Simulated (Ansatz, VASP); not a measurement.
**Two plane-wave programs on BaZrO3**

INCAR

```
PREC     = Accurate       # precision mode
ENCUT    = 520            # plane-wave cutoff, eV
EDIFF    = 1E-7           # SCF threshold, eV
ISMEAR   = -1             # smearing method
SIGMA    = 0.05           # smearing width, eV
LREAL    = F              # projectors in reciprocal space
LASPH    = T              # aspherical terms in the spheres
NELM     = 100            # most SCF steps
ALGO     = Normal         # electronic algorithm
ISIF     = 2              # what is computed and relaxed
LWAVE    = F              # write WAVECAR
LCHARG   = T              # write CHGCAR
GGA      = PE             # functional
LELF     = T              # ELF
LVHAR    = T            
NBANDS   = 28             # bands
```

Contents of KPOINTS:

```
regular mesh
0
Gamma
  6 6 6
```

POSCAR

```
BaZrO3
1.0
    4.1346933262      0.0000000000      0.0000000000
    0.0000000000      4.1346933262      0.0000000000
    0.0000000000      0.0000000000      4.1346933262
Ba Zr O
1 1 3
Direct
    0.0000000000      0.0000000000      0.0000000000
    0.5000000000      0.5000000000      0.5000000000
    0.5000000000      0.5000000000      0.0000000000
    0.5000000000      0.0000000000      0.5000000000
    0.0000000000      0.5000000000      0.5000000000
```

File input.yaml:

```yaml
crystal:
  lattice:
    - [4.1346933262, 0.0, 0.0]
    - [0.0, 4.1346933262, 0.0]
    - [0.0, 0.0, 4.1346933262]
  atoms:
    - { symbol: Ba, position: [0.0, 0.0, 0.0] }
    - { symbol: Zr, position: [0.5, 0.5, 0.5] }
    - { symbol: O, position: [0.5, 0.5, 0.0] }
    - { symbol: O, position: [0.5, 0.0, 0.5] }
    - { symbol: O, position: [0.0, 0.5, 0.5] }
hamiltonian:
  xc: pbe
  pseudopotentials: { kind: paw }
kpoints:
  mp_grid: { grid: [6, 6, 6] }
scf:
  occupations: { method: fermi_dirac, width: 0.05 }
output:
  forces: true
  stress: true
  eigenvalues: true
  write_density: true
  write_potential: true
  elf: true
  volumetric_format: npy
```

Alike in both runs: task single point; functional PBE; k mesh 6 × 6 × 6; occupations fermi-dirac, width 0.05 eV; no spin polarisation.

```csv
,VASP,Ansatz
version,VASP 6.6.1,Ansatz 0.2.0
potentials or method,"VASP PAW PBE potentials, release 64 (Ba_sv, Zr_sv, O)",Ansatz PAW
plane-wave cutoff (eV),520,420
valence electrons in the cell,40,40
```

|  | VASP | Ansatz | Ansatz less VASP |
| --- | --- | --- | --- |
| gap on the k mesh at the Fermi level (eV) | 3.28 | 3.33 | +0.057 |
| least direct gap on the mesh (eV) | 3.45 | 3.47 | +0.025 |
| pressure (GPa) | 12.8 | 11.5 | -1.25 |

Caveats: spin-orbit coupling is left out, which moves the levels of the heavy elements; the pressure holds a Pulay correction of +0.5 GPa for the finite cutoff (Ansatz). A k mesh can miss the band edges. A hybrid or GW would open this gap; PBE tends to underestimate it.
